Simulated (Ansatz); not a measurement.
# W2NS2 MXene monolayer in a perpendicular field, part 2 of 3

Wanted: the out-of-plane response of the W2NS2 MXene monolayer. A positive field points along +c.

Ansatz 0.2.0; plane-wave DFT, PBEsol-D3(BJ), Ansatz PAW.

So far. Step 2 (Relaxation): The lattice constant a goes from 3.054 to 2.951 Å.

### 3. Single point, field 0

A sawtooth potential applies the field, turning back in the middle of the vacuum. With the dipole correction the typed value is the field outside the slab. The induced dipole is small, so the SCF threshold is tight.

The cell differs from the one that the last finished run ended in (c 42.977 → 24.141 Å).

Input file input.yaml:

```yaml
crystal:
  lattice:
    - [2.9508910929, 0.0, 0.0]
    - [-1.4754455465, 2.5555466503, 0.0]
    - [0.0, 0.0, 24.1411977526]
  atoms:
    - { symbol: S, position: [0.3333333333, 0.6666666667, 0.3728066889] }
    - { symbol: W, position: [0.6666666667, 0.3333333333, 0.4417295694] }
    - { symbol: "N", position: [0.0, 0.0, 0.5] }
    - { symbol: W, position: [0.3333333333, 0.6666666667, 0.5582704306] }
    - { symbol: S, position: [0.6666666667, 0.3333333333, 0.6271933111] }
kpoints:
  mp_grid: { grid: [18, 18, 1] }
  band_path:
    path: [[0, 0, 0], [0.5, 0, 0], [0.33333333, 0.33333333, 0], [0, 0, 0]]
    npoints: 16
hamiltonian:
  xc: pbesol
  dispersion: d3bj
scf:
  occupations: { method: fermi_dirac, width: 0.05 }
  convergence: { dr2_threshold: 1.0e-10 }
efield:
  axis: 3
  dipole_correction: true
  ramp_position: 0.97
  ramp_width: 0.06
  amplitude: 0
output:
  dos: { projected: true, e_range: [-6, 5] }
  bader: true
  write_potential: true
  write_density: true
  volumetric_format: npy
  elf: true
```

Started as:

```
$ ansatz run input.yaml --threads 4 --pin off --max-ram 6144MiB --backend cpu --events-out ev --progress --plain --runs-dir out
```

Numbers of over 12 decimals in the logs are rounded to 6 here.

The log of the run:

```text
[...]
Crystal: 5 atoms, lattice volume = 182.052 Å³
Basis set: ecut = 420 eV, 3489 PW (Γ)
Bands: 28, of which v1, the nominal top of the filled ones, is band 23 counted from 1 (22 counted from 0)
Symmetry: 6 space group operations
k-points: 37 of 324 (time reversal used)
[...]
SCF iter   1: F=—  HF=-22664.731439 eV  |F-HF|=—  |Δ(HF+E_count)|=         —  Δρ=7.01e-3  dr2=1.31e-1  ethr=1.77e-3  p=0.000 e·Å  D=3.13e-13 V/Å  ΔV_dip=-0.00 eV  dr2_dipole=2.71e-8  V_vac-E_F(+/−)=5.05/5.05 eV  ⟨swp⟩=9.7  Hψ=6387  notcnv=0
efield: sawtooth ramp at fractional position 0.9700 (set: `efield.ramp_position`, or a place that a band, a saddle search or an elastic batch's reference lends), width 0.0600; the density the first Hamiltonian is built on has a dipole p = 0.000 e·Å; the dipole correction subtracts the counter field D = 3.13e-13 V/Å, which shifts the + side's vacuum level by -0.00 eV against the − side's; the planar-averaged density in the ramp window peaks in size at 1.9e-5 e/Å³
[...]
SCF iter   2: F=—  HF=-22664.713944 eV  |F-HF|=—  |Δ(HF+E_count)|=   1.75e-2  Δρ=2.35e-3  dr2=9.24e-3  ethr=2.91e-4  p=-0.000 e·Å  D=-1.52e-5 V/Å  ΔV_dip=0.00 eV  dr2_dipole=2.10e-8  V_vac-E_F(+/−)=5.05/5.05 eV  ⟨swp⟩=2.9  Hψ=2178  notcnv=0  defer=11
[...]
SCF iter   9: F=-22664.711083 eV  HF=-22664.711083 eV  |F-HF|=5.46e-11  |Δ(HF+E_count)|=  2.04e-10  Δρ=1.18e-7  dr2=1.02e-11  ethr=1.00e-12  p=0.000 e·Å  D=3.67e-8 V/Å  ΔV_dip=-0.00 eV  dr2_dipole=7.06e-14  V_vac-E_F(+/−)=5.00/5.00 eV  ⟨swp⟩=6.3  Hψ=3284  notcnv=0
SCF 1 converged in 9 iterations: F = -22664.711083 eV  dr2 = 1.02e-11
[...]
NSCF: frozen V_eff on 49 k-points
efield: sawtooth ramp at fractional position 0.9700 (kept from the solve that this one continues, or follows in the run), width 0.0600; the density the first Hamiltonian is built on has a dipole p = 0.000 e·Å; the dipole correction subtracts the counter field D = 3.67e-8 V/Å, which shifts the + side's vacuum level by -0.00 eV against the − side's; the planar-averaged density in the ramp window peaks in size at 1.4e-6 e/Å³
WARN: The output density's exchange-correlation potential varies sharply where the density is thin. Do not read a vacuum level from v_tot or v_xc, or from such a field of the output density. On a cell that repeats whose density bears no net charge and no dipole along the vacuum's axis use v_es (v_loc + v_h of the components); under efield.dipole_correction with no amplitude use v_es + v_field, which holds any externa [...]
SCF converged after 9 iterations
Free energy (F): -22664.711083 eV
[...]
Internal energy: -22664.691246 eV  (E = F + TS)
E sigma→0 (E₀):  -22664.701165 eV
Entropy (-TS):   -0.019837 eV (-3.967 meV/atom)
Fermi energy:    2.924728 eV
Dipole field:    D = -0.000000 V/Å  (p = -0.000000 e·Å, saw-weighted, corrected)
Work function:   Φ+ = 5.0014 eV   Φ− = 5.0014 eV
Levels:          The Fermi level and band energies are counted from a zero that moves with the ramp; work functions are not
[...]
--- Band table (eV; the first three rows and the last of 37) ---
  k-point 0: bands = [... 19 lower, 2.2931, 2.3133, 2.3133, 2.3660, 2.3660, 3.1890, 3.1890, 5.7932, ... 1 higher]
  k-point 1: bands = [... 19 lower, 1.6397, 1.7763, 2.4000, 2.8212, 2.9513, 3.0205, 3.1229, 5.6359, ... 1 higher]
  k-point 2: bands = [... 19 lower, 0.9100, 1.3276, 2.3113, 2.6713, 2.9810, 3.3688, 3.5560, 5.3690, ... 1 higher]
  k-point 36: bands = [... 19 lower, -1.3250, 2.6759, 3.2342, 3.2342, 3.7406, 4.7794, 4.7794, 5.7137, ... 1 higher]
--- Bader charges: 5 sites ---
  site symbol  charge [e]  shift [e]
     0      S     -0.6310     0.0029
     1      W      1.4100     0.0044
     2      N     -1.5579     0.0030
     3      W      1.4100     0.0044
     4      S     -0.6310     0.0029
  estimated error of the sums over rays = 6.3e-4 e
```

Elapsed: 14 s, on 4 threads of Intel Xeon Platinum 8488C (Sapphire Rapids), shared host; peak memory 0.62 GiB; 53 s of CPU time.

Numbers from this step:

```yaml
energy_at_zero_smearing: -22664.7012 eV
work_function_upper_face: 5.001 eV
dipole_along_the_normal: -3.40e-7 e·Å
```

Running mean over a fixed 2.5 Å (it still follows the layers) of the planar mean; the ramp of the sawtooth is left out. Electron's electrostatic potential energy less the Fermi level against z:

```
z (Å)  electron's electrostatic potential energy less the Fermi level (eV)
    3                                                                 5.00
    4                                                                 5.00
    5                                                                 5.00
    6                                                                 4.97
    7                                                                 4.26
    8                                                               -0.888
    9                                                                -6.66
   10                                                                -13.5
   11                                                                -13.5
   12                                                                -12.1
   13                                                                -13.5
   14                                                                -13.6
   15                                                                -7.88
   16                                                                -1.71
   17                                                                 3.84
   18                                                                 4.95
   19                                                                 5.00
   20                                                                 5.00
   21                                                                 5.00
```

The density of states has structure finer than the step of the table below, so its rows give means over 0.2 eV, whole bins alone (the curve runs from -6 to 1.99 eV). Peaks (eV: height): -5.26: 10.4, -4.24: 7.42, -3.27: 5.10, -1.89: 17.4, -1.20: 4.08, -0.24: 7.71, 0.04: 5.18.

Table of density of states by energy, zero at the Fermi level; means over each step:

```
energy (eV)  density of states (states/eV a cell)
       -5.8                                  3.34
       -5.6                                  2.75
       -5.4                                  3.20
       -5.2                                  6.02
       -5.0                                  3.66
       -4.8                                  2.87
       -4.6                                  1.77
       -4.4                                  1.45
       -4.2                                  3.34
       -4.0                                  2.54
       -3.8                                  2.95
       -3.6                                  2.66
       -3.4                                  2.59
       -3.2                                  3.43
       -3.0                                  2.79
       -2.8                                  2.64
       -2.6                                  2.13
       -2.4                                  2.09
       -2.2                                 0.644
       -2.0                                  2.09
       -1.8                                  5.84
       -1.6                                  2.28
       -1.4                                  1.98
       -1.2                                  2.90
       -1.0                                  2.09
       -0.8                                  1.38
       -0.6                                  1.36
       -0.4                                  1.68
       -0.2                                  3.72
        0.0                                  2.58
        0.2                                  1.82
        0.4                                  1.95
        0.6                                  1.81
        0.8                                  2.52
        1.0                                  2.63
        1.2                                  2.17
        1.4                                  1.97
        1.6                                  1.79
        1.8                                  1.77
```

Projected DOS per atom over height of the atomic layer and energy from the Fermi level. Layers: S W N W S from below.

Ten even steps from '0' (0.04 states/eV) to '9' (1.06 states/eV), each cell a mean:
```
06060
16061
17171
17271
06160
17271
28382
14141
27272
25252
87478
11011
44044
75057
84048
82228
83138
53035
64046
89798
25952
45954
```
Columns: height of the atomic layer (Å) from 9 to 15.1 (not evenly spaced); rows upwards: energy from the Fermi level (eV) from -5.96 to 1.96.

The electronic bands at the labelled points (eV, zero at the Fermi level):

```
  point  band 19  band 20  band 21  band 22  band 23  band 24  band 25  band 26
      Γ    -2.44    -0.63    -0.61    -0.61    -0.56    -0.56     0.26     0.26
halfway    -2.55    -2.47    -1.90    -1.33    -0.10     0.36     1.03     1.80
      M    -3.26    -2.91    -2.04    -1.82     2.29     2.86     3.03     3.08
halfway    -3.86    -3.59    -1.70    -0.63     1.34     1.80     2.35     2.50
      K    -4.25    -4.25    -0.25     0.31     0.31     0.82     1.85     1.85
halfway    -3.02    -2.98    -1.37    -1.29    -0.23     0.47     1.66     2.17
      Γ    -2.44    -0.63    -0.61    -0.61    -0.56    -0.56     0.26     0.26
```

ELF in the ca plane at fractional y = 0.333, with atoms of W and S within 0.2 Å of it. It is the smooth field of the valence electrons, not physical close to the nuclei.

Ten even steps from '0' (0.00) to '9' (0.94), each cell a mean:
```
00000000000000001245542465323222225888987420
00000000000000000012224646621113346744999741
00000000000000000001125614731113346511899741
00000000000000000012323656521112336755999731
00000000000000001356653455223322225788886410
00000000000000014678874222256522322455432000
00000000000000025788875332367522432222100000
00000000000000014677774222246422323566542100
```
Columns run along c (16.0 Å, from fractional 0.08 to 0.74 of the cell), rows up along a (3.0 Å). Atoms in or near the plane, at fractional coordinates: W at (0.44, 0.67), S at (0.63, 0.67).

Electrostatic potential energy in the ca plane at fractional y = 0.333, with atoms of W and S within 0.2 Å of it. With pseudopotentials it is smooth inside the atoms' cores, unlike the true potential.

Ten even steps from '0' (-45 eV) to '9' (8 eV), each cell a mean:
```
99999999999999999998886311578887778644689999
99999999999999999999983000168998887312279999
99999999999999999999972000068999886223269999
99999999999999999999984000268988887312379999
99999999999999999998887423588887778755799999
99999999999999999987788777888875467888999999
99999999999999999986678888888875357899999999
99999999999999999987788767888876567888999999
```
Columns run along c (16.0 Å, from fractional 0.08 to 0.74 of the cell; values clipped at the 3rd and 97th percentile), rows up along a (3.0 Å). Atoms in or near the plane, at fractional coordinates: W at (0.44, 0.67), S at (0.63, 0.67).

Valence density in the ca plane at fractional y = 0.333, with atoms of W and S within 0.2 Å of it. It is the smooth field of the valence electrons, not physical close to the nuclei.

Ten steps, logarithmic in the rise over the least value, from '0' (0.0 e/Å³) to '9' (5.0 e/Å³), each cell a mean:
```
00000000000012344557886443444556665320000000
00000000000001233479998533334466666421000000
00000000000001223579998532334466456531000000
00000000000001234479997433344466666421000000
00000000000012344557875444445556665310000000
00000000000013455544544555566544443210000000
00000000000013455544444555567644332100000000
00000000000012455545554455556544443210000000
```
Columns run along c (16.0 Å, from fractional 0.14 to 0.80 of the cell), rows up along a (3.0 Å). Atoms in or near the plane, at fractional coordinates: W at (0.44, 0.67), S at (0.63, 0.67).

The work function of the upper face is 5.00 eV.

### 4. Atoms held, field 0.03 V/Å

input.yaml: that of step 3 with these lines changed.

```diff
@@ -27,6 +27,4 @@
   ramp_width: 0.06
-  amplitude: 0
+  amplitude: 0.03
 output:
-  dos: { projected: true, e_range: [-6, 5] }
-  bader: true
   write_potential: true
@@ -34,2 +32 @@
   volumetric_format: npy
-  elf: true
```

The log of the run:

```text
[...]
Crystal: 5 atoms, lattice volume = 182.052 Å³
Basis set: ecut = 420 eV, 3489 PW (Γ)
Bands: 28, of which v1, the nominal top of the filled ones, is band 23 counted from 1 (22 counted from 0)
Symmetry: 6 space group operations
k-points: 37 of 324 (time reversal used)
[...]
k-point 0: bands = [... 19 lower, 2.2931, 2.3132, 2.3132, 2.3660, 2.3660, 3.1890, 3.1890, 5.7932, ... 1 higher]
  k-point 1: bands = [... 19 lower, 1.6397, 1.7762, 2.3999, 2.8211, 2.9513, 3.0205, 3.1229, 5.6358, ... 1 higher]
  k-point 2: bands = [... 19 lower, 0.9100, 1.3276, 2.3113, 2.6713, 2.9809, 3.3688, 3.5560, 5.3690, ... 1 higher]
  k-point 36: bands = [... 19 lower, -1.3219, 2.6759, 3.2333, 3.2351, 3.7406, 4.7788, 4.7801, 5.7137, ... 1 higher]
[key lines of the parts left out:]
SCF converged after 10 iterations
Free energy (F): -22664.711239 eV
Fermi energy:    2.924694 eV
Dipole field:    D = 0.010281 V/Å  (p = 0.010344 e·Å, saw-weighted, corrected)
```

Run time: 6.7 s. Hardware: 4 threads; peak memory 0.6 GiB.

The dipole is 0.0103 e·Å.

### 5. Single point, field -0.03 V/Å

input.yaml: that of step 4 with these lines changed.

```diff
@@ -27,3 +27,3 @@
   ramp_width: 0.06
-  amplitude: 0.03
+  amplitude: -0.03
 output:
```

The log of the run:

```text
[...]
Crystal: 5 atoms, lattice volume = 182.052 Å³
Basis set: ecut = 420 eV, 3489 PW (Γ)
Bands: 28, of which v1, the nominal top of the filled ones, is band 23 counted from 1 (22 counted from 0)
Symmetry: 6 space group operations
k-points: 37 of 324 (time reversal used)
[...]
k-point 0: bands = [... 19 lower, 2.2931, 2.3132, 2.3132, 2.3660, 2.3660, 3.1890, 3.1890, 5.7932, ... 1 higher]
  k-point 1: bands = [... 19 lower, 1.6397, 1.7762, 2.3999, 2.8211, 2.9513, 3.0205, 3.1229, 5.6358, ... 1 higher]
  k-point 2: bands = [... 19 lower, 0.9100, 1.3276, 2.3113, 2.6713, 2.9809, 3.3688, 3.5560, 5.3690, ... 1 higher]
  k-point 36: bands = [... 19 lower, -1.3219, 2.6759, 3.2333, 3.2351, 3.7406, 4.7788, 4.7801, 5.7137, ... 1 higher]
[key lines of the parts left out:]
SCF converged after 11 iterations
Free energy (F): -22664.711239 eV
Fermi energy:    2.924693 eV
Dipole field:    D = -0.010283 V/Å  (p = -0.010346 e·Å, saw-weighted, corrected)
```

The job ended after 6.9 s (4 threads; peak memory 0.59 GiB; 26 s of CPU time).

The dipole is -0.0103 e·Å.

### 6. Single point, field 0.15 V/Å

input.yaml: that of step 5 with these lines changed.

```diff
@@ -27,3 +27,3 @@
   ramp_width: 0.06
-  amplitude: -0.03
+  amplitude: 0.15
 output:
```

The log of the run:

```text
[...]
Crystal: 5 atoms, lattice volume = 182.052 Å³
Basis set: ecut = 420 eV, 3489 PW (Γ)
Bands: 28, of which v1, the nominal top of the filled ones, is band 23 counted from 1 (22 counted from 0)
Symmetry: 6 space group operations
k-points: 37 of 324 (time reversal used)
[...]
k-point 0: bands = [... 19 lower, 2.2923, 2.3124, 2.3124, 2.3652, 2.3652, 3.1882, 3.1882, 5.7924, ... 1 higher]
  k-point 1: bands = [... 19 lower, 1.6388, 1.7754, 2.3991, 2.8203, 2.9504, 3.0197, 3.1221, 5.6347, ... 1 higher]
  k-point 2: bands = [... 19 lower, 0.9093, 1.3268, 2.3104, 2.6705, 2.9801, 3.3679, 3.5551, 5.3677, ... 1 higher]
  k-point 36: bands = [... 19 lower, -1.3104, 2.6750, 3.2289, 3.2378, 3.7398, 4.7753, 4.7818, 5.7129, ... 1 higher]
[key lines of the parts left out:]
SCF converged after 10 iterations
Free energy (F): -22664.714963 eV
Fermi energy:    2.923858 eV
Dipole field:    D = 0.051423 V/Å  (p = 0.051736 e·Å, saw-weighted, corrected)
```

It took 6.6 s on 4 threads; peak memory 0.59 GiB.

The dipole is 0.0517 e·Å.

### 7. Atoms held, field 0.25 V/Å

input.yaml: that of step 6 with these lines changed.

```diff
@@ -27,3 +27,3 @@
   ramp_width: 0.06
-  amplitude: 0.15
+  amplitude: 0.25
 output:
```

The log of the run:

```text
[...]
Crystal: 5 atoms, lattice volume = 182.052 Å³
Basis set: ecut = 420 eV, 3489 PW (Γ)
Bands: 28, of which v1, the nominal top of the filled ones, is band 23 counted from 1 (22 counted from 0)
Symmetry: 6 space group operations
k-points: 37 of 324 (time reversal used)
[...]
k-point 0: bands = [... 19 lower, 2.2907, 2.3107, 2.3107, 2.3637, 2.3637, 3.1867, 3.1867, 5.7909, ... 1 higher]
  k-point 1: bands = [... 19 lower, 1.6373, 1.7738, 2.3975, 2.8187, 2.9488, 3.0182, 3.1206, 5.6326, ... 1 higher]
  k-point 2: bands = [... 19 lower, 0.9080, 1.3252, 2.3089, 2.6689, 2.9785, 3.3664, 3.5536, 5.3652, ... 1 higher]
  k-point 36: bands = [... 19 lower, -1.3016, 2.6734, 3.2244, 3.2393, 3.7384, 4.7716, 4.7824, 5.7113, ... 1 higher]
[key lines of the parts left out:]
SCF converged after 11 iterations
Free energy (F): -22664.721861 eV
Fermi energy:    2.922298 eV
Dipole field:    D = 0.085709 V/Å  (p = 0.086231 e·Å, saw-weighted, corrected)
```

Elapsed: 6.8 s, on 4 threads; peak memory 0.59 GiB.

The dipole is 0.0862 e·Å.

### 8. Single point, field -0.25 V/Å

input.yaml: that of step 7 with these lines changed.

```diff
@@ -27,4 +27,6 @@
   ramp_width: 0.06
-  amplitude: 0.25
+  amplitude: -0.25
 output:
+  dos: { projected: true, e_range: [-6, 5] }
+  bader: true
   write_potential: true
@@ -32 +34,2 @@
   volumetric_format: npy
+  elf: true
```

The log of the run:

```text
[...]
Crystal: 5 atoms, lattice volume = 182.052 Å³
Basis set: ecut = 420 eV, 3489 PW (Γ)
Bands: 28, of which v1, the nominal top of the filled ones, is band 23 counted from 1 (22 counted from 0)
Symmetry: 6 space group operations
k-points: 37 of 324 (time reversal used)
[...]
k-point 36: bands = [... 19 lower, -1.3016, 2.6734, 3.2244, 3.2393, 3.7384, 4.7716, 4.7824, 5.7113, ... 1 higher]
--- Bader charges: 5 sites ---
  site symbol  charge [e]  shift [e]
     0      S     -0.6211     0.0029
     1      W      1.4104     0.0044
     2      N     -1.5579     0.0030
     3      W      1.4096     0.0044
     4      S     -0.6410     0.0029
  estimated error of the sums over rays = 6.1e-4 e
[key lines of the parts left out:]
SCF converged after 11 iterations
Free energy (F): -22664.721861 eV
Fermi energy:    2.922298 eV
Dipole field:    D = -0.085709 V/Å  (p = -0.086231 e·Å, saw-weighted, corrected)
```

Elapsed: 14 s, on 4 threads; peak memory 0.57 GiB.

The dipole is -0.0862 e·Å.

[end of part 2 of 3]

[Logs are printed without paths, hosts, clocks, repeated set-up lines and the standing remarks that a program may print on its own settings, such as how far it seeks lower states.]

[Hosts, paths, dates, database ids (printed as entryN), source tags and the programs' standing remarks are cut or masked in the printed files.]

[Maps of the electrostatic potential energy from Ansatz leave out the sawtooth potential of an applied field or a dipole correction, so their vacuum need not be flat; planar profiles and work functions include it.]

[The density of states shown here was stored with 400 of the rows of the run's finer table, so its peaks can read low, often by over a quarter, or be missed, and its means over a window can be off by a tenth or more.]
